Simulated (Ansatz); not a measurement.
# Ag (Fm-3m) in Ansatz: convergence with k mesh

Aim: find how far k mesh must go before the results for Ag settle, at r2SCAN. This setting moves, with any that are tied to it; all else stays.

Everything below comes from runs of Ansatz 0.2.0. Logs are shortened: lines on timing, memory, paths and dates and some standing lists are left out, and cuts for length are marked.

## Step 1: The structure

The structure is cubic, space group Fm-3m (No. 225). The conventional cell has a = 4.085 Å, b = 4.085 Å, c = 4.085 Å, α = 90.00°, β = 90.00°, γ = 90.00°. Ag (site symmetry m-3m) is surrounded by 12 Ag at 2.89 Å.

## Step 2: With k mesh 3 × 3 × 3

input.yaml reads:

```yaml
crystal:
  lattice:
    - [0.0, 2.04275, 2.04275]
    - [2.04275, 0.0, 2.04275]
    - [2.04275, 2.04275, 0.0]
  atoms:
    - { symbol: Ag, position: [0.0, 0.0, 0.0] }
hamiltonian:
  xc: r2scan
  pseudopotentials: { kind: paw }
kpoints:
  mp_grid: { grid: [3, 3, 3] }
scf:
  occupations: { method: methfessel_paxton, width: 0.05 }
output:
  forces: true
  stress: true
  eigenvalues: true
```

Potentials or basis: Ansatz PAW.

Launch:

```console
$ ansatz run input.yaml --threads 2 --pin off --max-ram 5632MiB --backend cpu --events-out ev --progress --plain --runs-dir out
```

It took 0.36 s on 2 threads of Intel Xeon 6975P-C (Granite Rapids), shared host; peak memory 0.34 GiB.

Results:

```yaml
Free_energy: -7604.2762 eV
Pressure: -2.0 GPa
Band_gap_on_the_k_mesh: none (metal or under the smearing width)
```

## Step 3: With k mesh 4 × 4 × 4

Changes to input.yaml since step 2:

```diff
@@ -11,3 +11,3 @@
 kpoints:
-  mp_grid: { grid: [3, 3, 3] }
+  mp_grid: { grid: [4, 4, 4] }
 scf:
```

Potentials or basis: Ansatz PAW.

Launch:

```console
$ ansatz run input.yaml --threads 2 --pin off --max-ram 5632MiB --backend cpu --events-out ev --progress --plain --runs-dir out
```

It took 0.39 s on 2 threads of Intel Xeon 6975P-C (Granite Rapids), shared host; peak memory 0.37 GiB.

Results:

```
Free energy            : -7603.7508 eV
Pressure               : 2.4 GPa
Band gap on the k mesh : none (metal or under the smearing width)
```

## Step 4: With k mesh 5 × 5 × 5

Changes to input.yaml since step 3:

```diff
@@ -11,3 +11,3 @@
 kpoints:
-  mp_grid: { grid: [4, 4, 4] }
+  mp_grid: { grid: [5, 5, 5] }
 scf:
```

Launch:

```console
$ ansatz run input.yaml --threads 2 --pin off --max-ram 5632MiB --backend cpu --events-out ev --progress --plain --runs-dir out
```

It took 0.39 s on 2 threads of Intel Xeon 6975P-C (Granite Rapids), shared host; peak memory 0.37 GiB.

Results:

```
Free energy            : -7604.0686 eV
Pressure               : 0.5 GPa
Band gap on the k mesh : none (metal or under the smearing width)
```

## Step 5: With k mesh 6 × 6 × 6

Changes to input.yaml since step 4:

```diff
@@ -11,3 +11,3 @@
 kpoints:
-  mp_grid: { grid: [5, 5, 5] }
+  mp_grid: { grid: [6, 6, 6] }
 scf:
```

Launch:

```console
$ ansatz run input.yaml --threads 2 --pin off --max-ram 5632MiB --backend cpu --events-out ev --progress --plain --runs-dir out
```

Wall time 0.42 s (2 threads of Intel Xeon 6975P-C (Granite Rapids), shared host); peak memory 0.36 GiB.

Results:

```yaml
Free_energy: -7603.8689 eV
Pressure: 2.2 GPa
Band_gap_on_the_k_mesh: none (metal or under the smearing width)
```

## Step 6: With k mesh 8 × 8 × 8

Changes to input.yaml since step 5:

```diff
@@ -11,3 +11,3 @@
 kpoints:
-  mp_grid: { grid: [6, 6, 6] }
+  mp_grid: { grid: [8, 8, 8] }
 scf:
```

Potentials or basis: Ansatz PAW.

Launch:

```console
$ ansatz run input.yaml --threads 2 --pin off --max-ram 5632MiB --backend cpu --events-out ev --progress --plain --runs-dir out
```

Wall time 0.5 s (2 threads of Intel Xeon 6975P-C (Granite Rapids), shared host); peak memory 0.36 GiB.

The run converged. Its results:

```yaml
Free_energy: -7603.9123 eV
Pressure: 2.0 GPa
Band_gap_on_the_k_mesh: none (metal or under the smearing width)
```

## Step 7: With k mesh 10 × 10 × 10

Changes to input.yaml since step 6:

```diff
@@ -11,3 +11,3 @@
 kpoints:
-  mp_grid: { grid: [8, 8, 8] }
+  mp_grid: { grid: [10, 10, 10] }
 scf:
```

Launch:

```console
$ ansatz run input.yaml --threads 2 --pin off --max-ram 5632MiB --backend cpu --events-out ev --progress --plain --runs-dir out
```

It took 0.6 s on 2 threads of Intel Xeon 6975P-C (Granite Rapids), shared host; peak memory 0.37 GiB.

Results (log left out):

* Free energy: -7603.9295 eV
* Pressure: 1.8 GPa
* Band gap on the k mesh: none (metal or under the smearing width)

## Step 8: With k mesh 13 × 13 × 13

Changes to input.yaml since step 7:

```diff
@@ -11,3 +11,3 @@
 kpoints:
-  mp_grid: { grid: [10, 10, 10] }
+  mp_grid: { grid: [13, 13, 13] }
 scf:
```

Launch:

```console
$ ansatz run input.yaml --threads 2 --pin off --max-ram 5632MiB --backend cpu --events-out ev --progress --plain --runs-dir out
```

Wall time 0.82 s (2 threads of Intel Xeon 6975P-C (Granite Rapids), shared host); peak memory 0.39 GiB.

The run converged. Its results:

| Property | Result |
| --- | --- |
| Free energy | -7603.9410 eV |
| Pressure | 1.2 GPa |
| Band gap on the k mesh | none (metal or under the smearing width) |

## Step 9: With k mesh 15 × 15 × 15

Changes to input.yaml since step 8:

```diff
@@ -11,3 +11,3 @@
 kpoints:
-  mp_grid: { grid: [13, 13, 13] }
+  mp_grid: { grid: [15, 15, 15] }
 scf:
```

Potentials or basis: Ansatz PAW.

Launch:

```console
$ ansatz run input.yaml --threads 2 --pin off --max-ram 5632MiB --backend cpu --events-out ev --progress --plain --runs-dir out
```

Run time: 1 s. Hardware: 2 threads of Intel Xeon 6975P-C (Granite Rapids), shared host; peak memory 0.4 GiB.

It converged, with:

```yaml
Free_energy: -7603.9388 eV
Pressure: 1.4 GPa
Band_gap_on_the_k_mesh: none (metal or under the smearing width)
```

## Step 10: With k mesh 18 × 18 × 18

Changes to input.yaml since step 9:

```diff
@@ -11,3 +11,3 @@
 kpoints:
-  mp_grid: { grid: [15, 15, 15] }
+  mp_grid: { grid: [18, 18, 18] }
 scf:
```

Potentials or basis: Ansatz PAW.

Launch:

```console
$ ansatz run input.yaml --threads 2 --pin off --max-ram 5632MiB --backend cpu --events-out ev --progress --plain --runs-dir out
```

Standard output:

```text
Warning: RAYON_NUM_THREADS=2 ignored (pool sized by the plan → 2); use --threads N
Engine: ansatz 0.2.0, x86_64-unknown-linux-gnu
Pseudopotentials: kind: paw
Pseudopotential: Ag, paw, valence charge 19, recommended cutoff 500 eV (meta_gga), Ag.paw.azcp
Functional definition: r2SCAN
  parameter k0 = 0.174
  parameter k1 = 0.065
  parameter a1 = 4.9479
  exchange = r2scan_x(k0 = k0, k1 = k1, a1 = a1)
  correlation = r2scan_c
Crystal: 1 atoms, lattice volume = 17.048 Å³
Basis set: ecut = 500 eV, 411 PW (Γ), exchange–correlation on 96×96×96 points (64 copies of the dense FFT grid, shifted against one another)
Bands: 14, of which v1, the nominal top of the filled ones, is band 10 counted from 1 (9 counted from 0)
Symmetry: 48 space group operations
Space group: Fm-3m (ITA 225), of the structure as read, at distance tolerance 2.6e-5 Å
k-points: 195 of 5832
Non-local potential: Ag, projectors of the file, l = 0: 3, l = 1: 2, l = 2: 2, l = 3: 1
PAW form: soft (Blöchl's): semilocal exchange-correlation on the pseudo side does not see the compensation charge
PAW frozen core: Ag, regenerated for the run's functional (the file was generated under x = pbe(κ = 0.804, μ = 0.2195149727645171), c = pbe(β = 0.06672455060314922))
PAW one-centre angular grid: Ag, 590 points (default); XC on 160 Gauss nodes
Initial density: superposition of atomic densities (neutral atoms: chi_scale 0, normalization atom), corrected by the library's trained network
Initial wavefunctions: pseudopotential atomic-orbital guess
Functional: x = r2scan, c = r2scan; τ floored in thin density (d = 2e-4 eV/Å³)
SCF iter   1: F=—  HF=-7603.949753 eV  |F-HF|=—  |Δ(HF+E_count)|=         —  Δρ=1.09e-2  dr2=1.86e-2  dr2_τ=5.81e-4  ethr=1.77e-3  ⟨swp⟩=4.7  Hψ=14077  notcnv=0
preconditioner: auto → none  [metal: Δε(μ)=0.014 eV  Ē_g=17.117 eV  σ=0.050 eV  W_gap=0.24  n_scr=8 (ndim 8)  ℏωp=29.8 eV  f_vac=0.000  D(μ)=0.37/eV (n_scr^D=0)  sad-step TF]
SCF iter   2: F=—  HF=-7603.946399 eV  |F-HF|=—  |Δ(HF+E_count)|=   3.35e-3  S|Δr|=    0.00e0  Δρ=5.51e-3  dr2=3.58e-3  dr2_τ=4.49e-4  ethr=9.77e-5  ⟨swp⟩=2.0  Hψ=5066  notcnv=0  defer=85
SCF iter   3: F=—  HF=-7603.946580 eV  |F-HF|=—  |Δ(HF+E_count)|=   1.81e-4  S|Δr|=    0.00e0  Δρ=1.42e-3  dr2=3.60e-4  dr2_τ=1.12e-5  ethr=1.89e-5  ⟨swp⟩=1.8  Hψ=3104  notcnv=0  defer=85
SCF iter   4: F=—  HF=-7603.946563 eV  |F-HF|=—  |Δ(HF+E_count)|=   1.72e-5  S|Δr|=    0.00e0  Δρ=3.22e-4  dr2=1.21e-5  dr2_τ=9.80e-7  ethr=1.89e-6  ⟨swp⟩=2.0  Hψ=3633  notcnv=0  defer=85
SCF iter   5: F=—  HF=-7603.946554 eV  |F-HF|=—  |Δ(HF+E_count)|=   8.84e-6  S|Δr|=    0.00e0  Δρ=6.71e-5  dr2=5.69e-7  dr2_τ=2.25e-8  ethr=6.37e-8  ⟨swp⟩=2.7  Hψ=4548  notcnv=0  defer=85
SCF iter   6: F=-7603.946554 eV  HF=-7603.946554 eV  |F-HF|=2.33e-9  |Δ(HF+E_count)|=   8.92e-9  S|Δr|=    0.00e0  Δρ=6.36e-6  dr2=4.28e-9  dr2_τ=2.60e-10  ethr=5.26e-10  ⟨swp⟩=5.9  Hψ=11774  notcnv=0
SCF 1 converged in 6 iterations: F = -7603.946554 eV  dr2 = 4.28e-9
SCF converged after 6 iterations
Stability not checked: this state was not tested for a lower state beside it, because cold or Methfessel-Paxton smearing, or corrected tetrahedra, fill the levels in a way that the test cannot read (fill_not_monotonic; see scf.lower_state_search)
Free energy (F): -7603.946554 eV
Harris-Foulkes:  -7603.946554 eV  (|F-HF|=2.33e-9)
Internal energy: -7603.946452 eV  (E = F + TS)
E sigma→0 (E₀):  -7603.946528 eV
Entropy (-TS):   -0.000102 eV (-0.102 meV/atom)
Fermi energy:    17.304607 eV
--- Per-component energies (eV) ---
  E_band       = -254.306949
  E_kinetic    = 528.245838
  E_local      = -2197.924500  (includes V_loc(G=0)·N_el)
  E_nonlocal   = 81.197695
  E_hartree    = 1002.766957
  E_xc         = -178.573127
  E_vxc        = -263.086946  (∫ρ·V_xc dr)
  E_paw        = -3922.327128  (= ΣΔE_a)
  E_vpaw       = -427.211263  (= ΣTr[D̂ρ^β])
  E_aug_tail   = 0.000061  (compensation charges beyond the density's cutoff)
  E_vtau       = 18.935018  (kinetic-family band-sum trace: ∫τ·v_τ [+ j·A + Jᵃ·Aᵃ] dr)
  E_ewald      = -2916.822938
  E_core_change = -0.509311  (= ΣΔE_core)
  E_smearing   = -0.000102  (= −TS)
  E_closure    = 0.000000  (closes the sum)
  Σ components = -7603.946554   (vs F -7603.946554, Δ=0.00e0)
--- Forces (eV/Å), atoms counted from 1 ---
  atom   1  Ag    -0.00000000     0.00000000     0.00000000
  max |Σ_I F_I| component: 6.98e-32 eV/Å
--- Stress (GPa, compression-positive) ---
        1.448123      -0.000000       0.000000
        0.000000       1.448123      -0.000000
        0.000000      -0.000000       1.448123
  P = ⅓ Tr σ = 1.4481 GPa (14.481 kbar)
--- Band table (eV; the first three rows and the last of 195) ---
  k-point 0: bands = ["-77.3222", "-39.8480", "-39.8480", "-39.8480", "9.4092", "12.2037", "12.2037", "12.2037", "13.2461", "13.2461", "33.7414", "37.5118", "37.5118", "37.5118"]
  k-point 1: bands = ["-77.3217", "-39.8532", "-39.8488", "-39.8488", "9.5094", "12.1811", "12.2313", "12.2313", "13.2355", "13.2355", "33.7664", "36.6782", "37.5591", "37.5591"]
  k-point 2: bands = ["-77.3201", "-39.8680", "-39.8510", "-39.8510", "9.7977", "12.1303", "12.3030", "12.3030", "13.2149", "13.2149", "33.5621", "35.2271", "37.6783", "37.6783"]
  k-point 194: bands = ["-77.2983", "-39.9702", "-39.9534", "-39.9143", "11.2852", "11.6828", "12.2245", "13.2940", "14.2801", "22.8604", "24.2831", "24.6267", "25.9132", "39.7134"]
```

Wall time 1.5 s (2 threads of Intel Xeon 6975P-C (Granite Rapids), shared host); peak memory 0.43 GiB.

What came out:

| Property | Result |
| --- | --- |
| Free energy | -7603.9466 eV |
| Pressure | 1.4 GPa |
| Band gap on the k mesh | none (metal or under the smearing width) |

## Step 11: Summary

| k mesh | energy less the tightest run, at zero smearing (meV/atom) | pressure (GPa) | SCF cycles | CPU time (s) | peak memory (GiB) |
| --- | --- | --- | --- | --- | --- |
| 3 × 3 × 3 | -329.05 | -1.99 | 6 | 0.53 | 0.34 |
| 4 × 4 × 4 | 195.80 | 2.40 | 6 | 0.59 | 0.37 |
| 5 × 5 × 5 | -121.89 | 0.48 | 6 | 0.59 | 0.37 |
| 6 × 6 × 6 | 78.00 | 2.18 | 6 | 0.65 | 0.36 |
| 8 × 8 × 8 | 34.41 | 2.01 | 6 | 0.8 | 0.36 |
| 10 × 10 × 10 | 17.14 | 1.77 | 6 | 1 | 0.37 |
| 13 × 13 × 13 | 5.53 | 1.22 | 6 | 1.4 | 0.39 |
| 15 × 15 × 15 | 7.70 | 1.37 | 6 | 1.8 | 0.4 |
| 18 × 18 × 18 | 0.00 | 1.45 | 6 | 2.8 | 0.43 |

Against the tightest run, the pressure stays within 0.1 GPa from 15 × 15 × 15 on. Not settled before the last step: the energy (to 1 meV/atom). Meshes of other sizes hit other points, so gaps and Fermi surfaces needn't settle smoothly. The tightest run that finished is the yardstick and may itself not be fully converged.

Caveats: the PAW data sets come from PBE, with cores solved anew for the run's functional, which leaves a small shift of forces and pressure.
